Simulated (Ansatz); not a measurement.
Here is an Ansatz 0.2.0 calculation.

Contents of input.yaml:

```yaml
crystal:
  lattice:
    - [2.9065, 0.0, 0.0]
    - [-1.45325, 2.5171028361, 0.0]
    - [0.0, 0.0, 2.8366]
  atoms:
    - { symbol: W, position: [0.0, 0.0, 0.0] }
    - { symbol: C, position: [0.6666666667, 0.3333333333, 0.5] }
hamiltonian:
  xc: pbe
  pseudopotentials: { kind: paw }
kpoints:
  mp_grid: { grid: [10, 10, 9] }
scf:
  occupations: { method: gaussian, width: 0.017 }
output:
  forces: true
  stress: true
  eigenvalues: true
  write_density: true
  write_potential: true
  elf: true
  volumetric_format: npy
```

Potentials or basis: Ansatz PAW.

Run with:

```bash
$ ansatz run input.yaml --threads 2 --pin off --max-ram 5632MiB --backend cpu --events-out ev --progress --plain --runs-dir out
```

Q: Estimate the band gap on the k mesh.

A: None (metal or under the smearing width).

Q: Estimate the pressure.

A: 5.6 GPa.

Stress tensor (GPa, compression positive):
```
5.91 0.00 0.00
0.00 5.91 0.00
0.00 0.00 4.98
```

Caveat: the pressure holds a Pulay correction of +0.3 GPa for the finite cutoff. Spin-orbit coupling is left out, which matters for the levels of W.
